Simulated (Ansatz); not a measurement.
Run record: elastic constants by finite strains of TaC (Fm-3m)

Method: r²SCAN, PAW on Ansatz 0.2.0's default frozen-core files (fitted under PBE), scalar-relativistic.

Cell and atoms were relaxed beforehand by PAW with this functional.

Launched as:

```sh
ansatz run input.yaml --threads 1 --pin off --max-ram 2560MiB --backend cpu --events-out ev --progress --plain --runs-dir out
```

input.yaml:

```yaml
crystal:
  lattice:
    - [0.0, 2.23123560074, 2.23123560074]
    - [2.23123560074, 0.0, 2.23123560074]
    - [2.23123560074, 2.23123560074, 0.0]
  atoms:
    - { symbol: Ta, position: [0.0, 0.0, 0.0] }
    - { symbol: C, position: [0.5, 0.5, 0.5] }
kpoints:
  mp_grid: { grid: [18, 18, 18] }
scf:
  occupations: { method: fermi_dirac, width: 0.05 }
hamiltonian:
  xc: r2scan
  pseudopotentials: { kind: paw }
elastic:
  mode: relaxed_ion
  stencil: two_point
  amplitude: 0.005
```

The program printed:

```
Warning: RAYON_NUM_THREADS=1 ignored (pool sized by the plan → 1); use --threads N
Engine: ansatz 0.2.0, aarch64-unknown-linux-gnu
Pseudopotentials: kind: paw
Pseudopotential: Ta, paw, valence charge 13, recommended cutoff 500 eV (meta_gga), Ta.paw.azcp
Pseudopotential: C, paw, valence charge 4, recommended cutoff 500 eV (meta_gga), C.paw.azcp
Functional definition: r2SCAN
  parameter k0 = 0.174
  parameter k1 = 0.065
  parameter a1 = 4.9479
  exchange = r2scan_x(k0 = k0, k1 = k1, a1 = a1)
  correlation = r2scan_c
Crystal: 2 atoms, lattice volume = 22.216 Å³
Basis set: ecut = 500 eV, 537 PW (Γ), exchange–correlation on 96×96×96 points (64 copies of the dense FFT grid, shifted against one another)
Bands: 13, of which v1, the nominal top of the filled ones, is band 9 counted from 1 (8 counted from 0)
Symmetry: 48 space group operations
Space group: Fm-3m (ITA 225), of the structure as read, at distance tolerance 2.8e-5 Å
k-points: 195 of 5832
Non-local potential: Ta, projectors of the file, l = 0: 3, l = 1: 2, l = 2: 2, l = 3: 1
Non-local potential: C, projectors of the file, l = 0: 2, l = 1: 2, l = 2: 1
[... 118 lines left out ...]
       716.284    150.358    150.358     -0.000      0.000     -0.000
       150.358    716.284    150.358     -0.000     -0.000      0.000
       150.358    150.358    716.284      0.000     -0.000     -0.000
         0.000     -0.000     -0.000    175.377      0.000     -0.000
        -0.000      0.000     -0.000     -0.000    175.377      0.000
         0.000     -0.000      0.000     -0.000      0.000    175.377
  reference stress σ⁰ (GPa):      0.038      0.038      0.038     -0.000     -0.000     -0.000
  C* (energy form; C + prestress term) asymmetry max|C*_kj − C*_jk| = 5.684e-14 GPa — a small one proves nothing (zero by symmetry where the batch's group is 432, −43m or m−3m); a large one is finite-difference/SCF noise where ...
  moduli (Voigt/Reuss/Hill, GPa): K = 339.00/339.00/339.00   G = 218.41/206.83/212.62   E = 527.57   ν = 0.241
  mechanically stable: yes (min eigenvalue of sym C = 175.38 GPa)
  strain η (Voigt 11):  stress-route row diagonal C_11 = 716.28 GPa, energy-path curvature d²(F+E_count+ΔE)/dδ²/Ω₀ = 715.78 GPa
         δ    σ_11 (GPa)             F (eV)   n_scf  n_hpsi   n_pw
    -5.000e-3      -3.6280      -10197.3625660      10  136615    580   relax 0 steps, max|allowed force component| 4.14e-30 eV/Å
     5.000e-3       3.5349      -10197.3625514       7  113479    588   relax 0 steps, max|allowed force component| 1.07e-29 eV/Å
  strain η (Voigt 23):  stress-route row diagonal C_44 = 175.38 GPa, energy-path curvature d²(F+E_count+ΔE)/dδ²/Ω₀ = 175.24 GPa
         δ    σ_23 (GPa)             F (eV)   n_scf  n_hpsi   n_pw
    -5.000e-3      -0.8769      -10197.3634961       9  265476    584   relax 0 steps, max|allowed force component| 1.26e-29 eV/Å
     5.000e-3       0.8769      -10197.3634961       7  193269    584   relax 0 steps, max|allowed force component| 7.59e-30 eV/Å
```

The calculation finished and met its thresholds.

Strained cells:

Elastic constants of a crystal by Kohn-Sham DFT: slopes of the stress over finite engineering strains of the given cell, Voigt indices, Cartesian axes as in the input; stress of each strained cell less that at rest, tension positive.

```csv
strain component,strain,stress xx (GPa),stress yy (GPa),stress zz (GPa),stress yz (GPa),stress xz (GPa),stress xy (GPa),relaxation steps
xx,-0.005,-3.666,-0.7679,-0.7679,0,0,0,0
xx,0.005,3.497,0.7357,0.7357,0,0,0,0
yz,-0.005,0.0025,-0.0048,-0.0048,-0.8769,0,0,0
yz,0.005,0.0025,-0.0048,-0.0048,0.8769,0,0,0
```

### Elastic moduli

Hill averages of a grain aggregate, Debye temperature from the mean sound speed over directions.

* Bulk modulus: 339 GPa
* Shear modulus: 212.6 GPa
* Young modulus: 527.6 GPa
* Poisson ratio: 0.2406
* Bulk over shear modulus: 1.594
* Elastic anisotropy index: 0.2799
* Least young modulus: 448.7 GPa
* Largest young modulus: 664.1 GPa
* Longitudinal sound speed: 6570 m/s
* Transverse sound speed: 3840 m/s
* Elastic debye temperature: 565.1 K
* Linear compressibility (x, y, z): 0.9833, 0.9833, 0.9833 1/TPa
* Zener ratio: 0.6198
* Cauchy pressure: -25.02 GPa

**Elastic constants**

* Pressure at rest: -0.038 GPa
* Least elastic eigenvalue: 175.4 GPa
* Elastically stable: yes

| index | elastic (GPa) |
| --- | --- |
| 11 | 716.3 |
| 12 | 150.4 |
| 44 | 175.4 |

Caveats: frozen-core PAW files fitted under PBE, their cores solved anew for the functional of the run; responses of metals move with mesh and smearing; no spin-orbit coupling on heavy atoms.

Cost: 110 s on 1 thread of Arm Neoverse V2 (shared host), peak memory 0.63 GiB.
